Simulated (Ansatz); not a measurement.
HfO2 at a changed volume — Hf-179 nuclear quadrupole resonance

Cell: a COD entry, relaxed with PBE at fixed cell and then changed (volume scaled by 1.04, ions relaxed).

Space group P2_1/c (No. 14); a = 5.1853, b = 5.2539, c = 5.3536 Å, β = 99.35°.

| site | Wyckoff | site symmetry | x | y | z |
| --- | --- | --- | --- | --- | --- |
| Hf | 4e | 1 | 0.2751 | 0.0433 | 0.2087 |
| O5 | 4e | 1 | 0.4509 | 0.7575 | 0.4754 |
| O9 | 4e | 1 | 0.0672 | 0.3290 | 0.3487 |

One atom of each set is listed.

Method: Kohn–Sham DFT in Ansatz, PBE, plane waves and PAW, scalar-relativistic, 420 eV cutoff, Γ-centred 6×6×6 k-points, Fermi–Dirac smearing 0.02 eV.

Hf-179: I = 9/2, Q = 3793 mb (year-2017 value). Static lattice, zero field.

**Question.** At which frequencies do the Hf-179 NQR lines lie?

**Answer.** For I = 9/2 and η = 0 the lines are |C_Q|/24 times 1, 2, 3 and 4; η shifts the lowest up most.

| site | atoms | V_zz (10²¹ V/m²) | C_Q (MHz) | η | line frequencies (MHz) |
| --- | --- | --- | --- | --- | --- |
| Hf | 4 | 12.48 | 1145 | 0.06 | 49.3, 94.9, 143.0, 190.7 |

**Question.** And for 177Hf (I = 7/2, Q = 3365 mb) on Hf?

**Answer.** C_Q scales with Q to 1016 MHz, with lines at 73.5, 144.8, 217.5 MHz.

Without spin–orbit coupling the gradients at and beside Hf can be off by some per cent, at some sites by more.

The relaxation (5 steps) took 70 s of wall time (4.6 min of CPU time) and 1.2 GiB at its peak, on 4 threads of Arm Neoverse V2 (aarch64; 8 cores open to the job, memory cap 8.0 GiB, no GPU), a shared host with a load of 0.3 a core.
